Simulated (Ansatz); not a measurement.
## ⁶⁵Cu NMR of the central transition in Cu2O

Cell: an entry of the Crystallography Open Database (COD), whose atoms a relaxation with PBE at fixed cell left in place.

Space group Pn-3m:1 (No. 224); a = 4.2685 Å.

| site | Wyckoff | site symmetry | x | y | z |
| --- | --- | --- | --- | --- | --- |
| Cu | 4b | .-3m | 0.2500 | 0.2500 | 0.2500 |
| O | 2a | -43m | 0.0000 | 0.0000 | 0.0000 |

One atom of each set is listed.

Level of theory: DFT, PBE, plane waves and PAW, scalar-relativistic, 420 eV cutoff, Γ-centred 7×7×7 k-points, Fermi–Dirac smearing 0.02 eV (Ansatz 0.2.0).

⁶⁵Cu has I = 3/2 and Q = -204.0 mb (Pyykkö 2018); at 18.8 T its Larmor frequency is ν₀ = 227.5 MHz. Only the quadrupole interaction is simulated: positions count from each site's isotropic chemical shift, and shift anisotropy, dipolar and J coupling are left out.

Question: Give C_Q, η, the quadrupolar product P_Q = |C_Q|(1 + η²/3)^½, the second-order isotropic shift and the breadth of the pattern (static powder) for each Cu site.

Answer: 

| site | first shell | C_Q (MHz) | η | P_Q (MHz) | δ_QIS (ppm) | breadth (kHz) |
| --- | --- | --- | --- | --- | --- | --- |
| Cu | 2 O at 1.85 Å, angle 180° | 25.6 | 0.00 | 25.6 | -317 | 376 |

δ_QIS = −(ν_Q²/30ν₀²)[I(I+1) − 3/4](1 + η²/3) × 10⁶ ppm with ν_Q = 3|C_Q|/[2I(2I−1)]; it falls as 1/B₀² in ppm, and the breadth as 1/B₀ in kHz.

An axis of threefold or higher order runs through Cu, so V_zz lies along it and η is zero.

Semilocal functionals underestimate gradients at Cu(I) with two or three neighbours, in Cu₂O by a fifth to nearly a half.

The relaxation (1 step) took 4.5 s of wall time (4.5 s of CPU time) and 0.44 GiB at its peak, on 1 thread of Intel Xeon 6975P-C (Granite Rapids) (x86_64; 16 cores open to the job, memory cap 3.0 GiB, no GPU), a shared host with a load of 0.4 a core.
